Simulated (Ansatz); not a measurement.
A series in volume per atom on Cd

All results are calculated (Ansatz 0.2.0 development build). Equation of state of a cubic crystal from periodic Kohn-Sham density functional theory without spin; pressure corrected for the finite basis.

Cell of the first row (space group Fm-3m, No. 225):
```
cell vectors (Å)
   0.0000     2.1906     2.1906
   2.1906     0.0000     2.1906
   2.1906     2.1906     0.0000
atoms (fractions of the cell vectors)
Cd  0.00000  0.00000  0.00000
```

Settings of every row: formula Cd; structure type fcc; functional r2SCAN; spin treatment none; k mesh 13x13x13; occupation method fermi-dirac; occupation width 0.1 eV; wave cutoff 500 eV; datasets soft-1 PAW; density cutoff ratio 4.

Limits: a cubic model structure, not a phase known at ambient conditions.

| row | volume per atom (Å³) | pressure (GPa) | energy above lowest point (meV/atom) |
| --- | --- | --- | --- |
| 1 | 21.023 | 1.894 | 3.97 |
| 2 | 21.709 | 0.027 | 0 |
| 3 | 22.394 | -1.476 | 3.23 |
| 4 | 23.079 | ? | ? |
| 5 | 23.765 | -3.645 | 25.81 |

Question: what pressure and energy above lowest point should row 4 give?

Worked fit of pressure. Take u = (V_r/V)^(2/3) − 1 with V_r = 22.051 Å³ an atom, which is twice the finite (Eulerian) strain; such expansions in the strain, on which the Birch-Murnaghan equation of state is built, carry the rest volume and the bulk modulus. The shown rows have u = 0.03234, 0.01048, -0.01024, -0.04868. Least squares give pressure = −0.763 + 72.952 × u + 282.8 × u² GPa; a straight line predicts inner rows, each left out in turn, worse (root mean square 0.29 against 0.011 GPa). The rows lie off it by 0.002, -0.006, 0.004, -0.001 (root mean square 0.0038 GPa). The pressure vanishes at u = 0.0101, or V = 21.72 Å³ an atom, and there the bulk modulus at fixed shape and fractions is B = −V dP/dV = (2/3)(1 + u) dP/du = 53 GPa. The withheld row has u = -0.02992, so the fit gives −0.763 + 72.952 × (-0.02992) + 282.8 × (-0.02992)² = -2.693 GPa.

The calculation gave -2.681 GPa. The fit lies 0.012 GPa (0.22 % of the column's range) below it; its largest miss of a shown row is 0.006 GPa.

Worked fit of energy above lowest point. Take u = (V_r/V)^(2/3) − 1 with V_r = 22.051 Å³ an atom, which is twice the finite (Eulerian) strain; such expansions in the strain, on which the Birch-Murnaghan equation of state is built, carry the rest volume and the bulk modulus. The shown rows have u = 0.03234, 0.01048, -0.01024, -0.04868. Least squares give energy above lowest point = 0.838 − 147.5 × u + 7515 × u² meV/atom; a straight line predicts inner rows, each left out in turn, worse (root mean square 7.7 against 0.24 meV/atom). The rows lie off it by 0.04, -0.12, 0.09, -0.02 (root mean square 0.078 meV/atom). Its lowest point lies at u = 0.0098, or V = 21.73 Å³ an atom, and the curvature there gives the bulk modulus at fixed shape and fractions, B = (4/9)(1 + u)² E″(u)/V = 50.2 GPa. The withheld row has u = -0.02992, so the fit gives 0.838 − 147.5 × (-0.02992) + 7515 × (-0.02992)² = 11.98 meV/atom.

The calculation gave 12.21 meV/atom. The fit lies 0.23 meV/atom (1.9 % of the value, 0.89 % of the column's range) below it; its largest miss of a shown row is 0.12 meV/atom.
